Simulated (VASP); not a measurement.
**SiO2 (Quartz): how numerical settings change the zone-centre modes**

Aim: test the modes of SiO2 (Quartz) against the numerical settings. The starting structure is a measured crystal structure from the Crystallography Open Database.

Main program and level: VASP 6.6.1; Kohn-Sham DFT with plane waves and PAW; LDA.

### Step 1. The structure

Symmetry: P3_121, No. 152, trigonal system. Conventional cell: a = 4.916 Å, b = 4.916 Å, c = 5.409 Å, α = 90.00°, β = 90.00°, γ = 120.00°. Nearest to Si lie 4 O at 1.61 Å. O has 2 Si at 1.61 Å nearest. Farther neighbours and most contacts between anions are not listed.

Coordinates:

```cif
data_structure
_symmetry_space_group_name_H-M 'P 1'
_symmetry_Int_Tables_number 1
_cell_length_a 4.9158
_cell_length_b 4.9158
_cell_length_c 5.4091
_cell_angle_alpha 90.000
_cell_angle_beta 90.000
_cell_angle_gamma 120.000
_cell_volume 113.20
loop_
_atom_site_label
_atom_site_type_symbol
_atom_site_fract_x
_atom_site_fract_y
_atom_site_fract_z
_atom_site_occupancy
Si1 Si 0.46970 0.46970 0.00000 1
Si2 Si 0.00000 0.53030 0.66667 1
Si3 Si 0.53030 0.00000 0.33333 1
O4 O 0.85380 0.26800 0.45233 1
O5 O 0.73200 0.58580 0.78567 1
O6 O 0.41420 0.14620 0.11900 1
O7 O 0.26800 0.85380 0.54767 1
O8 O 0.58580 0.73200 0.21433 1
O9 O 0.14620 0.41420 0.88100 1
```

### Step 2. Reference modes

The cell comes from a relaxation at this level, not shown (110.54 Å³).

Input file INCAR:

```
SYSTEM = SiO2
PREC = Accurate
ENCUT = 520
EDIFF = 1E-08
NELM = 100
ISMEAR = 0
SIGMA = 0.03
LREAL = .FALSE.
ALGO = Normal
GGA = CA
NBANDS = 33
LORBIT = 11
LWAVE = .FALSE.
LCHARG = .FALSE.
KPAR = 16
IBRION = 6
NFREE = 2
POTIM = 0.015
NSW = 1
ISIF = 2
```

Input file POSCAR:

```
SiO2
1.0
    4.8731983454      0.0000000000      0.0000000000
   -2.4365991727      4.2203135648      0.0000000000
    0.0000000000      0.0000000000      5.3745426318
Si O
3 6
Direct
    0.4646546499      0.4646546499      0.0000000000
    0.0000000000      0.5353453501      0.6666666667
    0.5353453501      0.0000000000      0.3333333333
    0.8645277142      0.2760564768      0.4458099069
    0.7239435232      0.5884712373      0.7791432403
    0.4115287627      0.1354722858      0.1124765736
    0.2760564768      0.8645277142      0.5541900931
    0.5884712373      0.7239435232      0.2208567597
    0.1354722858      0.4115287627      0.8875234264
```

Input file KPOINTS:

```
Automatic mesh
0
Gamma
6 6 4
0 0 0
```

PAW data sets: Si and O (LDA family, release 64).

Launch:

```sh
$ mpirun -np 16 vasp_std
```

What it wrote:

```text
[banner, memory and clock lines left out]
running   16 mpi-ranks, on    1 nodes
 distrk:  each k-point on    1 cores,   16 groups
 distr:  one band on    1 cores,    1 groups

 POSCAR found type information on POSCAR SiO
 POSCAR found :  2 types and       9 ions
|                                                                             |
|           W    W    AA    RRRRR   N    N  II  N    N   GGGG   !!!           |
|           W    W   A  A   R    R  NN   N  II  NN   N  G    G  !!!           |
|           W    W  A    A  R    R  N N  N  II  N N  N  G       !!!           |
|           W WW W  AAAAAA  RRRRR   N  N N  II  N  N N  G  GGG   !            |
|           WW  WW  A    A  R   R   N   NN  II  N   NN  G    G                |
|           W    W  A    A  R    R  N    N  II  N    N   GGGG   !!!           |
|                                                                             |
|     For optimal performance we recommend to set                             |
|       NCORE = 2 up to number-of-cores-per-socket                            |
|     NCORE specifies how many cores store one orbital (NPAR=cpu/NCORE).      |
|     This setting can greatly improve the performance of VASP for DFT.       |
|     The default, NCORE=1 might be grossly inefficient on modern             |
|     multi-core architectures or massively parallel machines. Do your        |
|     Unfortunately you need to use the default for GW and RPA                |
|     calculations (for HF NCORE is supported but not extensively tested      |
|     yet).                                                                   |
|                                                                             |

 LDA part: xc-table for (Slater(with rela. corr.)+CA(PZ))
 , standard interpolation
 POSCAR, INCAR and KPOINTS ok, starting setup
 FFT: planning ... GRIDC
 FFT: planning ... GRID_SOFT
 FFT: planning ... GRID
 WAVECAR not read
 entering main loop
       N       E                     dE             d eps       ncg     rms          rms(c)
DAV:   1     0.264275730631E+03    0.26428E+03   -0.25482E+04  1584   0.135E+03
DAV:   2    -0.701775623332E+02   -0.33445E+03   -0.32281E+03  2037   0.307E+02
DAV:   3    -0.875392748814E+02   -0.17362E+02   -0.17283E+02  1983   0.743E+01
DAV:   4    -0.877344054351E+02   -0.19513E+00   -0.19493E+00  1951   0.878E+00
DAV:   5    -0.877375275164E+02   -0.31221E-02   -0.31210E-02  1984   0.108E+00    0.259E+01
DAV:   6    -0.781507046212E+02    0.95868E+01   -0.36643E+01  1865   0.322E+01    0.129E+01
DAV:   7    -0.780058476121E+02    0.14486E+00   -0.10143E+00  1960   0.502E+00    0.453E+00
DAV:   8    -0.779219027880E+02    0.83945E-01   -0.53914E-02  1936   0.167E+00    0.166E+00
DAV:   9    -0.779087181798E+02    0.13185E-01   -0.16713E-02  1976   0.931E-01    0.266E-01
DAV:  10    -0.779090677681E+02   -0.34959E-03   -0.18894E-03  1944   0.246E-01    0.941E-02
DAV:  11    -0.779090025099E+02    0.65258E-04   -0.51916E-04  2000   0.135E-01    0.215E-02
DAV:  12    -0.779090020241E+02    0.48579E-06   -0.12617E-05  1976   0.214E-02    0.635E-03
DAV:  13    -0.779090021120E+02   -0.87857E-07   -0.21288E-06  1992   0.815E-03    0.178E-03
DAV:  14    -0.779090021592E+02   -0.47234E-07   -0.65603E-08  1968   0.155E-03    0.835E-04
DAV:  15    -0.779090021646E+02   -0.53569E-08   -0.20501E-08  1400   0.768E-04
   1 F= -.77909002E+02 E0= -.77909002E+02  d E =-.156140E-17
[... from here on, the cycles between the ionic steps are left out ...]
   2 F= -.77903928E+02 E0= -.77903928E+02  d E =-.149027E-16
   3 F= -.77903775E+02 E0= -.77903775E+02  d E =-.745301E-18
   4 F= -.77903557E+02 E0= -.77903557E+02  d E =-.544561E-16
   5 F= -.77903557E+02 E0= -.77903557E+02  d E =-.112836E-17
   6 F= -.77907336E+02 E0= -.77907336E+02  d E =-.135036E-15
   7 F= -.77907289E+02 E0= -.77907289E+02  d E =-.185937E-19
   8 F= -.77905170E+02 E0= -.77905170E+02  d E =-.156501E-16
   9 F= -.77905168E+02 E0= -.77905168E+02  d E =-.167605E-18
  10 F= -.77906089E+02 E0= -.77906089E+02  d E =-.289461E-17
 Finite differences progress:
  Degree of freedom:   5/  5
  Displacement:        1/  2
  Total:               9/ 10
 bond charge predicted
       N       E                     dE             d eps       ncg     rms          rms(c)
DAV:   1    -0.779073480549E+02   -0.12588E-02   -0.33188E+00  5016   0.110E+01    0.600E-01
DAV:   2    -0.779075420663E+02   -0.19401E-03   -0.40642E-02  6384   0.127E+00    0.201E-01
DAV:   3    -0.779062513522E+02    0.12907E-02   -0.25497E-03  6384   0.402E-01    0.760E-02
DAV:   4    -0.779061812958E+02    0.70056E-04   -0.90548E-04  6384   0.184E-01    0.521E-02
DAV:   5    -0.779061794053E+02    0.18905E-05   -0.46785E-05  6224   0.452E-02    0.340E-02
DAV:   6    -0.779061780288E+02    0.13765E-05   -0.48942E-06  6384   0.160E-02    0.764E-03
DAV:   7    -0.779061773953E+02    0.63350E-06   -0.20168E-06  6104   0.112E-02    0.138E-03
DAV:   8    -0.779061774287E+02   -0.33417E-07   -0.44856E-07  6360   0.403E-03    0.150E-03
DAV:   9    -0.779061774254E+02    0.32933E-08   -0.96548E-09  4392   0.945E-04
  11 F= -.77906177E+02 E0= -.77906177E+02  d E =-.847349E-18
 Finite differences progress:
  Degree of freedom:   5/  5
  Displacement:        2/  2
  Total:              10/ 10
```

Elapsed: 3.2 min, on 16 MPI ranks of Intel Xeon Platinum 8488C (Sapphire Rapids), shared host; peak memory 7.7 GiB; 51 min of CPU time.

Lines that name or quote the potential files are left out of all logs, and their timing lines are given in words.

(Continued in part 2 of 3.)

[Lines on the potential files, build, host, timing and source positions are cut from VASP's logs without a mark.]

[Logs are printed without paths, hosts, clocks, repeated set-up lines and the standing remarks that a program may print on its own settings, such as how far it seeks lower states.]

[Hosts, paths, dates, database ids (printed as entryN), source tags and the programs' standing remarks are cut or masked in the printed files.]
